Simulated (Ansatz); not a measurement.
ZrSe₂ (started from an entry of an open crystallographic database) (r2SCAN+rVV10 geometry), in Ansatz:

Space group P-3m1 (No. 164). a = 3.789 Å, b = 3.789 Å, c = 6.181 Å, α = 90.00°, β = 90.00°, γ = 120.00°
```json
{"atom": "Zr", "site": "1a", "symmetry": "-3m.", "x": "0.0000", "y": "0.0000", "z": "0.0000"}
{"atom": "Se", "site": "2d", "symmetry": "3m.", "x": "0.3333", "y": "0.6667", "z": "0.2537"}
```

G0W0@PBE with 421 empty bands, a screening cutoff of 180 eV and a 6×6×4 mesh (PAW, contour deformation) gives 1.072 eV over the mesh points, from a PBE gap of 0.297 eV; it sums over 443 bands with 391 plane waves in the screening and a wave cutoff of 420 eV. G0W0 values are finite-basis, finite-mesh values. Spin-unpolarised throughout; all numbers are computed.

**Question.** Estimate the gap with starting point HSE06.

**Answer.** 1.274 eV (+0.202 eV), from a Kohn-Sham gap of 0.957 eV.

**Question.** Estimate the gap with empty bands 817, screening cutoff 260 eV.

**Answer.** 1.095 eV (+0.023 eV), from a Kohn-Sham gap of 0.297 eV.

**Question.** Estimate the gap with frequency model Godby-Needs pole.

**Answer.** 1.011 eV (-0.061 eV), from a Kohn-Sham gap of 0.297 eV.

Spin-orbit coupling is left out.
